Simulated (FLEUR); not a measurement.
# C under changes of volume

One of the cells (5.672 Å³/atom); the others are scaled copies at fixed shape and fractional positions:

```
CELL_PARAMETERS angstrom
0.00000 1.78337 1.78337
1.78337 0.00000 1.78337
1.78337 1.78337 0.00000
ATOMIC_POSITIONS crystal
C 0.75000 0.75000 0.75000
C 0.50000 0.50000 0.50000
```

This isn't the form of C at room conditions, which is graphite.

- Program: FLEUR MaX-R8.1 (later development tree)
- Functional: LDA exchange alone (X-alpha)
- Potentials or basis: all-electron
- Basis: FLAPW
- Kmax: 5.34 1/bohr
- k mesh: 13 × 13 × 13
- Occupations: fermi-dirac, width 0.05 eV
- Spin: no spin polarisation

```tsv
volume (Å³/atom)	energy over the lowest point (meV/atom)	gap on the mesh (eV)
5.332	?	?
5.445	22.00	4.11
5.672	0.00	4.01
5.899	3.25	3.92
6.012	13.05	3.87
```

Question: What does the run at 5.332 Å³/atom give?

Answer: Energy over the lowest point 44.08 meV/atom; gap on the mesh 4.16 eV.

Worked out: A Birch-Murnaghan fit of order 2 (a polynomial in V^(-2/3)) to the other rows has its minimum at 5.75 Å³/atom with B0 = V·E''(V) = 423 GPa. It gives 44.15 meV/atom at 5.332 Å³/atom, against the run's 44.08. A straight line through the other rows of the gap, of slope -2.4 eV per unit of ln V, extrapolates to 4.16 eV, against the run's 4.16.

Energies are extrapolated to zero smearing.

Caveats: an odd mesh through Γ misses points on the zone boundary, where band edges often lie.
